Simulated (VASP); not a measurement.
# WS2 (Tungstenite) (P6_3/mmc) in VASP: equation of state

How stiff is WS2 (Tungstenite) in PBEsol, and what volume does it want? The cell is scaled to several volumes.

Everything below comes from runs of VASP 6.6.1. Logs are shortened: lines on timing, memory, paths and dates and some standing lists are left out, and cuts for length are marked.

## 1. The crystal as given

The structure is hexagonal, space group P6_3/mmc (No. 194). The conventional cell has a = 3.180 Å, b = 3.180 Å, c = 12.500 Å, α = 90.00°, β = 90.00°, γ = 120.00°. W (site symmetry -6m2) has 6 S at 2.41 Å as nearest neighbours. Around S (site symmetry 3m) lie 3 W at 2.41 Å.

## 2. Equation of state, PBEsol, 17.15 Å³/atom (volume scaled by 0.94)

Contents of INCAR:

```
SYSTEM = WS2
PREC     = Accurate       ! precision mode
ENCUT    = 520            ! plane-wave cutoff, eV
EDIFF    = 1E-7           ! SCF threshold, eV
ISMEAR   = -1             ! smearing method
SIGMA    = 0.05           ! smearing width, eV
LREAL    = .FALSE.        ! projectors in reciprocal space
LASPH    = .TRUE.         ! aspherical terms in the spheres
NELM     = 60             ! most SCF steps
ALGO     = Normal         ! electronic algorithm
ISIF     = 2              ! what is computed and relaxed
LWAVE    = .FALSE.        ! write WAVECAR
LCHARG   = .FALSE.        ! write CHGCAR
GGA      = PS             ! functional
NBANDS   = 35             ! bands
KPAR     = 2
```

Contents of KPOINTS:

```
Automatic mesh
0
G
  10 10 3
  0 0 0
```

Contents of POSCAR:

```
WS2
1.0
    3.1150838257      0.0000000000      0.0000000000
   -1.5575419129      2.6977417280      0.0000000000
    0.0000000000      0.0000000000     12.2448263589
W S
2 4
Direct
    0.6666666667      0.3333333333      0.7500000000
    0.3333333333      0.6666666667      0.2500000000
    0.6666666667      0.3333333333      0.3750000000
    0.3333333333      0.6666666667      0.8750000000
    0.6666666667      0.3333333333      0.1250000000
    0.3333333333      0.6666666667      0.6250000000
```

Potentials or basis: VASP PAW PBE potentials, release 64 (W_sv, S).

The run is started by

```console
cat potpaw_PBE.64/W_sv/POTCAR potpaw_PBE.64/S/POTCAR > POTCAR
mpirun -np 2 vasp_std > vasp.out
```

OUTCAR:

```text
SYSTEM = WS2
   PREC = Accurate
   ENCUT = 520
   EDIFF = 1E-7
   ISMEAR = -1
   LREAL = .FALSE.
   LASPH = .TRUE.
   NELM = 60
   ISIF = 2
   GGA = PS

 Found     28 irreducible k-points:

 Following reciprocal coordinates:
            Coordinates               Weight
  0.000000  0.000000  0.000000      1.000000
  0.100000 -0.000000  0.000000      6.000000
  0.200000 -0.000000  0.000000      6.000000
  0.300000 -0.000000  0.000000      6.000000
  0.400000 -0.000000  0.000000      6.000000
  0.500000 -0.000000  0.000000      3.000000
   k-points           NKPTS =     28   k-points in BZ     NKDIM =     28   number of bands    NBANDS=     35
   number of dos      NEDOS =    301   number of ions     NIONS =      6
   total plane-waves  NPLWV =  55296
   dimension x,y,z NGX =    24 NGY =   24 NGZ =   96
   dimension x,y,z NGXF=    48 NGYF=   48 NGZF=  192
   ions per type =               2   4
   NGX,Y,Z   is equivalent  to a cutoff of  12.81, 12.81, 13.03 a.u.
   NGXF,Y,Z  is equivalent  to a cutoff of  25.62, 25.62, 26.07 a.u.
 SYSTEM =  WS2
   PREC   = accura    normal or accurate (medium, high low for compatibility)
   ISTART =      0    job   : 0-new  1-cont  2-samecut
   ICHARG =      2    charge: 1-file 2-atom 10-const
   ISPIN  =      1    spin polarized calculation?
   LNONCOLLINEAR =      F non collinear calculations
   LSORBIT =      F    spin-orbit coupling
   LASPH  =      T    aspherical Exc in radial PAW
   ENCUT  =  520.0 eV  38.22 Ry    6.18 a.u.   5.79  5.79 22.77*2*pi/ulx,y,z
   NELM   =     60;   NELMIN=  2; NELMDL= -5     # of ELM steps
   EDIFF  = 0.1E-06   stopping-criterion for ELM
   LREAL  =      F    real-space projection
   EDIFFG = 0.1E-05   stopping-criterion for IOM
   NSW    =      0    number of steps for IOM
   IBRION =     -1    ionic relax: 0-MD 1-quasi-New 2-CG
   NFREE  =      0    steps in history (QN), initial steepest desc. (CG)
   ISIF   =      2    stress and relaxation
   ISYM   =      2    0-nonsym 1-usesym 2-fastsym
   POTIM  = 0.5000    time-step for ionic-motion
   TEBEG  =    0.0;   TEEND  =   0.0 temperature during run
   PSTRESS=    0.0 pullay stress
   NELECT =      52.0000    total number of electrons
   NUPDOWN=      -1.0000    fix difference up-down
   EMIN   =  10.00;   EMAX   =-10.00  energy-range for DOS
   EFERMI =   0.00;   METHOD = LEGACY
   ISMEAR =    -1;   SIGMA  =   0.05  broadening in eV -4-tet -1-fermi 0-gaus
   EFERMI_NEDOS =   21; number of points for ismear=-14 and -15
   IALGO  =     38    algorithm
   IMIX   =      4    mixing-type and parameters
     AMIX     =   0.40;   BMIX     =  1.00
     AMIX_MAG =   1.60;   BMIX_MAG =  1.00
  volume/ion in A,a.u.               =      17.15       115.74
  Fermi-wavevector in a.u.,A,eV,Ry     =   1.303972  2.464150 23.134581  1.700344
  Thomas-Fermi vector in A             =   2.434939
   LORBIT       =      0    0 simple, 1 ext, 2 COOP (PROOUT), +10 PAW based schemes
   GGA     = PS    functional components
   LHFCALC =     F    Hartree Fock is set to
   AEXX    =    0.0000 exact exchange contribution
   IVDW    =     0    specifies the selected vdW correction
   LEPSILON=     F    determine dielectric tensor
   LRPA    =     F    only Hartree local field effects (RPA)
 non-spin polarized calculation
  energy-cutoff  :      520.00
  volume of cell :      102.90
 maximum number of plane-waves:      2795
 NGX is ok and might be reduce to    24
   NGX = 11   NGY = 11   NGZ = 45

 number of electron      51.9999993 magnetization

 Free energy of the ion-electron system (eV)
  ---------------------------------------------------
  ext. energy  EPLUGINS =         0.00000000
  ---------------------------------------------------
  free energy    TOTEN  =       -50.42031841 eV

  energy without entropy =      -50.42031752  energy(sigma->0) =      -50.42031796

 E-fermi :   8.3222     XC(G=0): -11.2523

 val. band max:        7.8634324711   @ k =   0.0000   0.0000   0.0000
 cond. band min:       8.8839883137   @ k =   0.2000   0.2000   0.0000
 fundamental gap:      1.0205558426
 Fermi energy:         8.3221974590

 k-point     1 :       0.0000    0.0000    0.0000
  band No.  band energies     occupation
      1     -66.6830      2.00000
      2     -66.6830      2.00000
      3     -31.0136      2.00000
      4     -31.0136      2.00000
      5     -30.7928      2.00000
      6     -30.7928      2.00000
[... 27 lines left out ...]
     34      10.5721      0.00000
     35      12.6769      0.00000

 k-point     2 :       0.1000   -0.0000    0.0000
  band No.  band energies     occupation
      1     -66.6808      2.00000
      2     -66.6808      2.00000
      3     -31.0058      2.00000
      4     -31.0057      2.00000
      5     -30.8354      2.00000
      6     -30.8354      2.00000
[... 27 lines left out ...]
     34      10.5670      0.00000
     35      13.5234      0.00000

 k-point     3 :       0.2000   -0.0000    0.0000
  band No.  band energies     occupation
      1     -66.6749      2.00000
      2     -66.6749      2.00000
      3     -30.9851      2.00000
      4     -30.9850      2.00000
      5     -30.9457      2.00000
      6     -30.9457      2.00000
[... 27 lines left out ...]
     34      11.3221      0.00000
     35      14.7506      0.00000

 k-point     4 :       0.3000   -0.0000    0.0000
  band No.  band energies     occupation
      1     -66.6676      2.00000
      2     -66.6676      2.00000
      3     -31.0792      2.00000
      4     -31.0792      2.00000
      5     -30.9594      2.00000
      6     -30.9593      2.00000
[... 27 lines left out ...]
     34      11.9980      0.00000
     35      14.2492      0.00000

 k-point     5 :       0.4000   -0.0000    0.0000
  band No.  band energies     occupation
      1     -66.6618      2.00000
      2     -66.6617      2.00000
      3     -31.1851      2.00000
      4     -31.1851      2.00000
      5     -30.9385      2.00000
      6     -30.9385      2.00000
[... 27 lines left out ...]
     34      12.3848      0.00000
     35      12.7928      0.00000

 k-point     6 :       0.5000   -0.0000    0.0000
  band No.  band energies     occupation
      1     -66.6595      2.00000
      2     -66.6595      2.00000
      3     -31.2251      2.00000
      4     -31.2251      2.00000
      5     -30.9305      2.00000
      6     -30.9305      2.00000
[... 27 lines left out ...]
     34      12.1331      0.00000
     35      12.5141      0.00000

 [... further k-points ...]

------------------------ aborting loop because EDIFF is reached ----------------------------------------

  FORCE on cell =-STRESS in cart. coord.  units (eV):
  Direction    XX          YY          ZZ          XY          YZ          ZX
  --------------------------------------------------------------------------------------
  -------------------------------------------------------------------------------------
  Total        4.6436940      4.6436940      6.9510461     -0.0000000      0.0000000      0.0000000
  in kB       72.3021880     72.3021880    108.2275962     -0.0000000      0.0000000      0.0000000
  external PRESSURE =      84.2773241 kB  Pullay stress =       0.0000000 kB

 VOLUME and BASIS-vectors are now :
 -----------------------------------------------------------------------------
  energy-cutoff  :      520.00
  volume of cell :      102.90
      direct lattice vectors                 reciprocal lattice vectors
     3.115083826  0.000000000  0.000000000     0.321018649  0.185340203  0.000000000
    -1.557541913  2.697741728  0.000000000     0.000000000  0.370680406  0.000000000
     0.000000000  0.000000000 12.244826359     0.000000000  0.000000000  0.081667144

 POSITION                                       TOTAL-FORCE (eV/Angst)
 -----------------------------------------------------------------------------------
      1.55754      0.89925      9.18362         0.000000      0.000000     -0.000000
     -0.00000      1.79849      3.06121        -0.000000     -0.000000     -0.000000
      1.55754      0.89925      4.59181         0.000000      0.000000      1.048238
     -0.00000      1.79849     10.71422         0.000000     -0.000000      1.048238
      1.55754      0.89925      1.53060        -0.000000      0.000000     -1.048238
     -0.00000      1.79849      7.65302        -0.000000     -0.000000     -1.048238
 -----------------------------------------------------------------------------------
    total drift:                               -0.000000      0.000000     -0.000000

  FREE ENERGIE OF THE ION-ELECTRON SYSTEM (eV)
  ---------------------------------------------------
  free  energy   TOTEN  =       -50.4203184057 eV

  energy  without entropy=      -50.4203175216  energy(sigma->0) =      -50.42031796
```

Run time: 46 s. Hardware: 2 MPI ranks of Intel Xeon Platinum 8488C (Sapphire Rapids), shared host; peak memory 0.25 GiB.

Results:

```yaml
Free_energy: -50.4203 eV
Pressure: 8.4 GPa
Largest_force: 1.048 eV/Å
Band_gap_on_the_k_mesh: 1.02 eV, indirect (least direct gap 2.25 eV)
```

Caveat: the PAW data sets were made with another functional, which shifts forces and pressure a little; spin-orbit coupling is left out, which moves the levels of the heavy elements; an odd mesh through Γ misses points on the zone boundary, where band edges often lie; this functional lacks dispersion, which binds the layers, so the pressure and a relaxed spacing across them are unreliable.

## 3. Equation of state, PBEsol, 17.52 Å³/atom (volume scaled by 0.96)

INCAR is that of step 2.

KPOINTS is that of step 2.

POSCAR: that of step 2 with these lines changed.

```diff
@@ -2,5 +2,5 @@
 1.0
-    3.1150838257      0.0000000000      0.0000000000
-   -1.5575419129      2.6977417280      0.0000000000
-    0.0000000000      0.0000000000     12.2448263589
+    3.1370217585      0.0000000000      0.0000000000
+   -1.5685108793      2.7167405351      0.0000000000
+    0.0000000000      0.0000000000     12.3310603717
 W S
```

Potentials or basis: VASP PAW PBE potentials, release 64 (W_sv, S).

The run is started by

```console
cat potpaw_PBE.64/W_sv/POTCAR potpaw_PBE.64/S/POTCAR > POTCAR
mpirun -np 2 vasp_std > vasp.out
```

It took 45 s on 2 MPI ranks of Intel Xeon Platinum 8488C (Sapphire Rapids), shared host; peak memory 0.25 GiB.

Results (log left out):

| Quantity | Value |
| --- | --- |
| Free energy | -50.5081 eV |
| Pressure | 4.3 GPa |
| Largest force | 0.623 eV/Å |
| Band gap on the k mesh | 1.05 eV, indirect (least direct gap 2.19 eV) |

Caveat: the PAW data sets were made with another functional, which shifts forces and pressure a little; spin-orbit coupling is left out, which moves the levels of the heavy elements; an odd mesh through Γ misses points on the zone boundary, where band edges often lie; this functional lacks dispersion, which binds the layers, so the pressure and a relaxed spacing across them are unreliable.

## 4. Equation of state, PBEsol, 17.88 Å³/atom (volume scaled by 0.98)

INCAR is that of step 3.

KPOINTS is that of step 3.

POSCAR: that of step 3 with these lines changed.

```diff
@@ -2,5 +2,5 @@
 1.0
-    3.1370217585      0.0000000000      0.0000000000
-   -1.5685108793      2.7167405351      0.0000000000
-    0.0000000000      0.0000000000     12.3310603717
+    3.1586570750      0.0000000000      0.0000000000
+   -1.5793285375      2.7354772688      0.0000000000
+    0.0000000000      0.0000000000     12.4161048547
 W S
```

The run is started by

```console
cat potpaw_PBE.64/W_sv/POTCAR potpaw_PBE.64/S/POTCAR > POTCAR
mpirun -np 2 vasp_std > vasp.out
```

It took 44 s on 2 MPI ranks of Intel Xeon Platinum 8488C (Sapphire Rapids), shared host; peak memory 0.25 GiB.

Results (log left out):

* Free energy: -50.5430 eV
* Pressure: 0.7 GPa
* Largest force: 0.230 eV/Å
* Band gap on the k mesh: 1.07 eV, indirect (least direct gap 2.13 eV)

Caveat: the PAW data sets were made with another functional, which shifts forces and pressure a little; spin-orbit coupling is left out, which moves the levels of the heavy elements; an odd mesh through Γ misses points on the zone boundary, where band edges often lie; this functional lacks dispersion, which binds the layers, so the pressure and a relaxed spacing across them are unreliable.

## 5. Equation of state, PBEsol, 18.61 Å³/atom (volume scaled by 1.02)

INCAR is that of step 4.

KPOINTS is that of step 4.

POSCAR: that of step 4 with these lines changed.

```diff
@@ -2,5 +2,5 @@
 1.0
-    3.1586570750      0.0000000000      0.0000000000
-   -1.5793285375      2.7354772688      0.0000000000
-    0.0000000000      0.0000000000     12.4161048547
+    3.2010602164      0.0000000000      0.0000000000
+   -1.6005301082      2.7721994664      0.0000000000
+    0.0000000000      0.0000000000     12.5827838695
 W S
```

The run is started by

```console
cat potpaw_PBE.64/W_sv/POTCAR potpaw_PBE.64/S/POTCAR > POTCAR
mpirun -np 2 vasp_std > vasp.out
```

Run time: 44 s. Hardware: 2 MPI ranks of Intel Xeon Platinum 8488C (Sapphire Rapids), shared host; peak memory 0.25 GiB.

The run converged. Its results:

| Item | Value |
| --- | --- |
| Free energy | -50.4754 eV |
| Pressure | -5.5 GPa |
| Largest force | 0.469 eV/Å |
| Band gap on the k mesh | 1.11 eV, indirect (least direct gap 2.03 eV) |

Caveat: the PAW data sets were made with another functional, which shifts forces and pressure a little; spin-orbit coupling is left out, which moves the levels of the heavy elements; an odd mesh through Γ misses points on the zone boundary, where band edges often lie; this functional lacks dispersion, which binds the layers, so the pressure and a relaxed spacing across them are unreliable.

## 6. Equation of state, PBEsol, 18.97 Å³/atom (volume scaled by 1.04)

INCAR is that of step 5.

KPOINTS is that of step 5.

POSCAR: that of step 5 with these lines changed.

```diff
@@ -2,5 +2,5 @@
 1.0
-    3.2010602164      0.0000000000      0.0000000000
-   -1.6005301082      2.7721994664      0.0000000000
-    0.0000000000      0.0000000000     12.5827838695
+    3.2218469041      0.0000000000      0.0000000000
+   -1.6109234521      2.7902012661      0.0000000000
+    0.0000000000      0.0000000000     12.6644925478
 W S
```

Potentials or basis: VASP PAW PBE potentials, release 64 (W_sv, S).

The run is started by

```console
cat potpaw_PBE.64/W_sv/POTCAR potpaw_PBE.64/S/POTCAR > POTCAR
mpirun -np 2 vasp_std > vasp.out
```

Run time: 44 s. Hardware: 2 MPI ranks of Intel Xeon Platinum 8488C (Sapphire Rapids), shared host; peak memory 0.25 GiB.

It converged, with:

* Free energy: -50.3822 eV
* Pressure: -8.2 GPa
* Largest force: 0.781 eV/Å
* Band gap on the k mesh: 1.12 eV, indirect (least direct gap 1.97 eV)

Caveat: the PAW data sets were made with another functional, which shifts forces and pressure a little; spin-orbit coupling is left out, which moves the levels of the heavy elements; an odd mesh through Γ misses points on the zone boundary, where band edges often lie; this functional lacks dispersion, which binds the layers, so the pressure and a relaxed spacing across them are unreliable.

## 7. Equation of state, PBEsol, 19.34 Å³/atom (volume scaled by 1.06)

INCAR is that of step 6.

KPOINTS is that of step 6.

POSCAR: that of step 6 with these lines changed.

```diff
@@ -2,5 +2,5 @@
 1.0
-    3.2218469041      0.0000000000      0.0000000000
-   -1.6109234521      2.7902012661      0.0000000000
-    0.0000000000      0.0000000000     12.6644925478
+    3.2423687753      0.0000000000      0.0000000000
+   -1.6211843877      2.8079737278      0.0000000000
+    0.0000000000      0.0000000000     12.7451602803
 W S
```

The run is started by

```console
cat potpaw_PBE.64/W_sv/POTCAR potpaw_PBE.64/S/POTCAR > POTCAR
mpirun -np 2 vasp_std > vasp.out
```

Wall time 42 s (2 MPI ranks of Intel Xeon Platinum 8488C (Sapphire Rapids), shared host); peak memory 0.26 GiB.

The run converged. Its results:

| Quantity | Value |
| --- | --- |
| Free energy | -50.2549 eV |
| Pressure | -10.5 GPa |
| Largest force | 1.069 eV/Å |
| Band gap on the k mesh | 1.14 eV, indirect (least direct gap 1.93 eV) |

Caveat: the PAW data sets were made with another functional, which shifts forces and pressure a little; spin-orbit coupling is left out, which moves the levels of the heavy elements; an odd mesh through Γ misses points on the zone boundary, where band edges often lie; this functional lacks dispersion, which binds the layers, so the pressure and a relaxed spacing across them are unreliable.

## 8. Equation of state, PBEsol

This step only gathers the single runs of the series.

What came out:

| Property | Result |
| --- | --- |
| Equilibrium volume | 17.96 Å³/atom |
| Bulk modulus at fixed shape and positions | 167 GPa |
| Pressure derivative of the bulk modulus | 4.4 |

Energy against volume, from the lowest point:
```
volume (Å³/atom)  energy (meV/atom)
          17.150              20.44
          17.515               5.81
          17.880               0.00
          18.245               2.09
          18.610              11.27
          18.975              26.80
          19.340              48.02
```

Caveat: the cell was scaled at fixed shape and fractional positions, which overstates the stiffness of a crystal with free parameters, most of all of layers and chains; the PAW data sets were made with another functional, which shifts forces and pressure a little; this functional lacks dispersion, which binds the layers, so the pressure and a relaxed spacing across them are unreliable.
